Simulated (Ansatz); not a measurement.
# Ag in Ansatz: reference runs

How does Ag come out in PBE? The cell is run as given.

Program: Ansatz 0.2.0. These are calculated values, not measurements. Logs are shortened: lines on timing, memory, paths and dates and some standing lists are left out, and cuts for length are marked.

### 1 The cell of the first run

The cell holds a slab with vacuum, 6 atoms: a = 2.930 Å, b = 2.930 Å, c = 26.975 Å, α = 90.00°, β = 90.00°, γ = 120.00°.

### 2 Single point, PBE (the (0 0 1) slab of Ag, cut from the database cell, not relaxed)

Input file input.yaml:

```yaml
crystal:
  lattice:
    - [2.9299980804, 0.0, 0.0]
    - [-1.4649990402, 2.5374527707, 0.0]
    - [0.0, 0.0, 26.975]
  atoms:
    - { symbol: Ag, position: [0.6666666667, 0.3333333334, 0.2780352178] }
    - { symbol: Ag, position: [0.3333333333, 0.6666666666, 0.3668211307] }
    - { symbol: Ag, position: [0.6666666667, 0.3333333334, 0.4556070436] }
    - { symbol: Ag, position: [0.3333333333, 0.6666666666, 0.5443929564] }
    - { symbol: Ag, position: [0.6666666667, 0.3333333334, 0.6331788693] }
    - { symbol: Ag, position: [0.3333333333, 0.6666666666, 0.7219647822] }
hamiltonian:
  xc: pbe
  pseudopotentials: { kind: paw }
kpoints:
  mp_grid: { grid: [10, 10, 1] }
scf:
  occupations: { method: fermi_dirac, width: 0.05 }
output:
  forces: true
  eigenvalues: true
efield:
  axis: 3
  dipole_correction: true
  ramp_width: 0.04
```

Potentials or basis: Ansatz PAW.

The run is started by

```sh
ansatz run input.yaml --threads 4 --pin off --max-ram 11264MiB --backend cpu --events-out ev --progress --plain --runs-dir out
```

Output:

```text
Warning: RAYON_NUM_THREADS=4 ignored (pool sized by the plan → 4); use --threads N
Engine: ansatz 0.2.0, aarch64-unknown-linux-gnu
Pseudopotentials: kind: paw
Pseudopotential: Ag, paw, valence charge 19, recommended cutoff 420 eV (normal), Ag.paw.azcp
Functional definition: PBE
  parameter kappa = 0.804
  parameter beta = 0.06672455060314922
  exchange = pbe_x(kappa = kappa, mu = beta*pi^2/3)
  correlation = pbe_c(beta = beta)
Crystal: 6 atoms, lattice volume = 200.552 Å³
Basis set: ecut = 420 eV, 3859 PW (Γ), exchange–correlation on 40×40×384 points (8 copies of the dense FFT grid, shifted against one another)
Bands: 69, of which v1, the nominal top of the filled ones, is band 57 counted from 1 (56 counted from 0)
Symmetry: 6 space group operations
k-points: 14 of 100 (time reversal used)
Non-local potential: Ag, projectors of the file, l = 0: 3, l = 1: 2, l = 2: 2, l = 3: 1
PAW form: soft (Blöchl's): semilocal exchange-correlation on the pseudo side does not see the compensation charge
PAW one-centre angular grid: Ag, 590 points (default); XC on 64 Gauss nodes
Initial density: superposition of atomic densities (neutral atoms: chi_scale 0, normalization atom), corrected by the library's trained network
Initial wavefunctions: pseudopotential atomic-orbital guess
Functional: x = pbe(κ = 0.804, μ = 0.2195149727645171), c = pbe(β = 0.06672455060314922)
SCF iter   1: F=—  HF=-45542.539150 eV  |F-HF|=—  |Δ(HF+E_count)|=         —  Δρ=1.56e-3  dr2=5.70e-2  ethr=1.77e-3  p=0.000 e·Å  D=1.74e-13 V/Å  ΔV_dip=-0.00 eV  dr2_dipole=1.11e-7  V_vac-E_F(+/−)=4.42/4.42 eV  ⟨swp⟩=6.4  Hψ=3763  notcnv=0  defer=25
efield: sawtooth ramp at fractional position 0.9800 (placed from the atoms, in the widest stretch of the axis that holds none; the zero of the levels goes with the place), width 0.0400; the density the first Hamiltonian is built on has a dipole p = 0.000 e·Å; the dipole correction subtracts the counter field D = 1.74e-13 V/Å, which shifts the + side's vacuum level by -0.00 eV against the − side's; the planar-averaged density in the ramp window peaks in size at 1.5e-5 e/Å³
preconditioner: auto → LDOS  [metal: Δε(μ)=0.019 eV  Ē_g=9.593 eV  σ=0.050 eV  W_gap=0.10  n_scr=26 (ndim 8)  ℏωp=21.3 eV  f_vac=0.441  D(μ)=3.95/eV (n_scr^D=16)  β→1.0]
[... 18 lines left out ...]
Levels:          The Fermi level and band energies are counted from a zero that moves with the ramp; work functions are not
--- Per-component energies (eV) ---
  E_band       = -2598.660729
  E_kinetic    = 3162.300223
  E_local      = -172670.813265  (includes V_loc(G=0)·N_el)
  E_nonlocal   = 481.445170
  E_hartree    = 85153.255046
  E_xc         = -1106.950367
  E_vxc        = -1406.155575  (∫ρ·V_xc dr)
  E_paw        = -23413.661533  (= ΣΔE_a)
  E_vpaw       = -2471.936208  (= ΣTr[D̂ρ^β])
  E_aug_tail   = 0.001956  (compensation charges beyond the density's cutoff)
  E_efield     = 0.000000  (sawtooth field / dipole correction)
  E_vefield    = 0.000000  (∫n·V_field dr)
  E_ewald      = 62851.912262
  E_smearing   = -0.030941  (= −TS)
  E_closure    = -0.000000  (closes the sum)
  Σ components = -45542.541448   (vs F -45542.541448, Δ=0.00e0)
--- Forces (eV/Å), atoms counted from 1 ---
  atom   1  Ag    -0.00000000    -0.00000000    -0.00819984
  atom   2  Ag     0.00000000     0.00000000     0.04917301
  atom   3  Ag    -0.00000000    -0.00000000    -0.04871560
  atom   4  Ag     0.00000000     0.00000000     0.04871513
  atom   5  Ag    -0.00000000    -0.00000000    -0.04917244
  atom   6  Ag     0.00000000     0.00000000     0.00820053
  max |Σ_I F_I| component: 7.93e-7 eV/Å
--- Band table (eV; the first three rows and the last of 14) ---
  k-point 0: bands = ["-85.1643", "-85.1643", "-85.1085", "-85.1017", "-84.9940", "-84.9940", "-48.6767", "-48.6638", "-48.6053", "-48.5901", "-48.5901", "-48.5901", "-48.5901", "-48.5497", "-48.5292", "-48.5292", "-48.5188", "-48.5188", "-48.4523", "-48.4522", "-48.4305", "-48.4305", "-48.4305", "-48.4305", "-0.5910", "-0.1245", "0.4828", "0.6206", "0.7503", "0.8092", "2.0255", "2.0461", "2.0811", "2.0811", "2.1258", "2.1258", "2.1388", "2.1388", "2.2322", "2.2613", "2.2613", "2.3563", "2.3563", "2.3865", "2.3865", "2.8168", "2.8168", "3.0301", "3.0301", "3.0437", "3.2851", "3.2851", "3.4857", "3.4857", "3.5874", "3.5874", "3.6423", "3.6423", "4.4530", "6.1970", "6.8696", "10.6340", "10.7843", "11.8050", "12.0714", "13.9021", "14.0279", "16.3527", "16.6897"]
  k-point 1: bands = ["-85.1634", "-85.1633", "-85.1075", "-85.1010", "-84.9931", "-84.9931", "-48.6735", "-48.6620", "-48.6090", "-48.6010", "-48.5964", "-48.5928", "-48.5927", "-48.5514", "-48.5374", "-48.5320", "-48.5282", "-48.5210", "-48.4515", "-48.4514", "-48.4404", "-48.4404", "-48.4330", "-48.4330", "-0.3292", "0.1267", "0.7135", "0.7755", "0.9284", "1.0161", "1.9427", "1.9757", "1.9890", "1.9973", "2.1440", "2.1621", "2.1982", "2.2227", "2.2405", "2.2625", "2.3036", "2.3501", "2.3722", "2.4733", "2.5059", "2.6469", "2.7606", "2.7697", "2.9978", "3.0017", "3.1757", "3.2609", "3.2822", "3.4605", "3.4769", "3.5977", "3.6682", "3.8928", "5.0054", "6.6067", "7.4249", "10.7976", "11.0154", "12.0145", "12.2870", "14.1299", "14.2290", "16.5855", "16.8898"]
  k-point 2: bands = ["-85.1610", "-85.1610", "-85.1048", "-85.0991", "-84.9908", "-84.9908", "-48.6653", "-48.6577", "-48.6312", "-48.6286", "-48.6014", "-48.5997", "-48.5996", "-48.5675", "-48.5516", "-48.5478", "-48.5394", "-48.5268", "-48.4664", "-48.4663", "-48.4493", "-48.4493", "-48.4397", "-48.4397", "0.3421", "0.6992", "1.0597", "1.1320", "1.2384", "1.4063", "1.7183", "1.8010", "1.8422", "1.8941", "2.0025", "2.0510", "2.1454", "2.2197", "2.4310", "2.4445", "2.4629", "2.5221", "2.5503", "2.5804", "2.6017", "2.7438", "2.7851", "2.8182", "2.8923", "2.9027", "3.0224", "3.1817", "3.2338", "3.4601", "3.6159", "3.6686", "3.7164", "4.5708", "5.9158", "7.5540", "8.7362", "11.3048", "11.7106", "12.6715", "12.9370", "14.8062", "14.8367", "17.2553", "17.4663"]
  k-point 13: bands = ["-85.1537", "-85.1537", "-85.0955", "-85.0946", "-84.9838", "-84.9838", "-48.6770", "-48.6767", "-48.6572", "-48.6562", "-48.6462", "-48.6441", "-48.6109", "-48.6030", "-48.5975", "-48.5824", "-48.5657", "-48.5622", "-48.5114", "-48.5114", "-48.4926", "-48.4926", "-48.4434", "-48.4434", "1.1061", "1.2337", "1.3134", "1.3958", "1.4476", "1.5505", "1.6537", "1.6620", "1.7304", "1.8098", "1.9439", "2.1367", "2.1721", "2.2222", "2.2236", "2.4225", "2.4300", "2.6083", "2.6173", "2.7423", "2.7551", "2.8850", "3.2005", "3.3825", "3.4155", "3.5204", "3.5555", "3.6630", "3.7344", "3.7356", "8.3373", "8.7499", "9.4538", "10.3247", "10.6298", "10.8431", "11.0086", "11.5515", "12.0855", "12.1577", "12.4234", "13.1677", "13.3385", "13.4503", "14.4621"]
```

It took 3.2 s on 4 threads of Arm Neoverse V2, shared host; peak memory 0.59 GiB.

Results:

* Free energy: -45542.5414 eV
* Largest force: 0.049 eV/Å
* Band gap on the k mesh: none (metal or under the smearing width)
* Work function of the upper face: 4.50 eV
* Work function of the lower face: 4.50 eV
* Dipole across the slab: 0.000 e·Å

Forces on the atoms (eV/Å):
```
Ag   0.000  0.000 -0.008
Ag   0.000  0.000  0.049
Ag   0.000  0.000 -0.049
Ag   0.000  0.000  0.049
Ag   0.000  0.000 -0.049
Ag   0.000  0.000  0.008
```

Levels at points of the mesh, in eV from the Fermi level:
```csv
k point,band 56,band 57,band 58,band 59,band 60,band 61
"(0.00, 0.00, 0.00)",-3.06,-3.00,-3.00,-2.19,-0.45,0.23
"(0.00, -0.50, 0.00)",0.41,0.83,1.28,1.50,1.54,4.25
```
